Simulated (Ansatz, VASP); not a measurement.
**One calculation of AlN, two programs**

```
Al N
1.0
     3.08862    0.00000   -0.30886
    -1.54431    2.67482    0.15443
    -0.49436    0.00000    4.94358
Al N
2 2
Cartesian
  0.0347 1.7800 0.0167
  1.3318 0.8948 2.3341
  -0.2250 1.8097 1.8866
  1.0721 0.8651 4.2039
```

Change from the starting cell: engineering shear strain xz -0.2000, normal strain along z +0.0000.

Alike in both runs: functional LDA; k mesh 9 × 9 × 6; occupations gaussian, width 0.05 eV; no spin polarisation.

Ansatz relaxed the structure, and its values are those at the end. VASP's run is a single point on that final structure, the one shown.

|  | VASP | Ansatz |
| --- | --- | --- |
| version | VASP 6.6.1 | Ansatz 0.2.0 |
| potentials or method | VASP PAW LDA potentials, release 64 (Al, N) | scalar-relativistic, plane waves, PAW |
| plane-wave cutoff (eV) | 520 | 520 |
| valence electrons in the cell | 16 | 16 |

```tsv
	VASP	Ansatz	Ansatz less VASP
gap on the k mesh at the Fermi level (eV)	3.48	3.48	-0.005
least direct gap on the mesh (eV)	3.48	3.48	-0.005
pressure (GPa)	1.3	0.6	-0.64
rms of the force components (eV/Å)	0.012	0.000	-0.0118
```

Ansatz warned: «pseudo_functional_mismatch».

Caveats: an odd mesh through Γ misses points on the zone boundary, where band edges often lie.
